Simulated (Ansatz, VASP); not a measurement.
Given: the input of a run of VASP 6.6.1 on SnSe.

File INCAR:

```
PREC = Accurate
ENCUT = 520
EDIFF = 1E-7
ISMEAR = -1
SIGMA = 0.05
LREAL = F
LASPH = T
NELM = 100
ALGO = Normal
ISIF = 2
LWAVE = F
LCHARG = T
GGA = PE
LELF = T
LVHAR = T
NBANDS = 17
```

The input KPOINTS:

```
regular mesh
0
Gamma
  7 7 7
```

File POSCAR:

```
SnSe
1.0
    0.0000000000      3.4132965485      3.4132965485
    3.4132965485      0.0000000000      3.4132965485
    3.4132965485      3.4132965485      0.0000000000
Sn Se
1 1
Direct
    0.0000000000      0.0000000000      0.0000000000
    0.7500000000      0.7500000000      0.7500000000
```

Potentials or basis: VASP PAW PBE potentials, release 64 (Sn_d, Se).

The run is started by

```bash
$ cat potpaw_PBE.64/Sn_d/POTCAR potpaw_PBE.64/Se/POTCAR > POTCAR
$ mpirun -np 1 vasp_std > vasp.out
```

**Question.** Set up the same calculation for Ansatz 0.2.0. Potentials there: Ansatz PAW.

**Answer.** As run (the cutoff follows the program's own potentials):

The input input.yaml:

```yaml
crystal:
  lattice:
    - [0.0, 3.4132965485, 3.4132965485]
    - [3.4132965485, 0.0, 3.4132965485]
    - [3.4132965485, 3.4132965485, 0.0]
  atoms:
    - { symbol: Sn, position: [0.0, 0.0, 0.0] }
    - { symbol: Se, position: [0.75, 0.75, 0.75] }
hamiltonian:
  xc: pbe
  pseudopotentials: { kind: paw }
kpoints:
  mp_grid: { grid: [7, 7, 7] }
scf:
  occupations: { method: fermi_dirac, width: 0.05 }
output:
  forces: true
  stress: true
  eigenvalues: true
```

Potentials or basis: Ansatz PAW.

Command:

```sh
$ ansatz run input.yaml --threads 1 --pin off --max-ram 3584MiB --backend cpu --events-out ev --progress --plain --runs-dir out
```

Both were run:

|  | VASP | Ansatz | Ansatz less VASP |
| --- | --- | --- | --- |
| gap on the k mesh at the Fermi level (eV) | 0.35 | 0.36 | +0.001 |
| least direct gap on the mesh (eV) | 0.77 | 0.77 | +0.001 |
| pressure (GPa) | -0.6 | -0.6 | 0.00 |

The functional is the same, so the differences come from potentials, cutoffs and numerics. The two sets of potentials don't hold the same shells in valence.

Caveats: spin-orbit coupling is left out, which moves the levels of the heavy elements; an odd mesh through Γ misses points on the zone boundary, where band edges often lie (VASP); odd divisions of the mesh miss points on the zone boundary, where band edges often lie, so the gap on the mesh can be too wide (Ansatz).
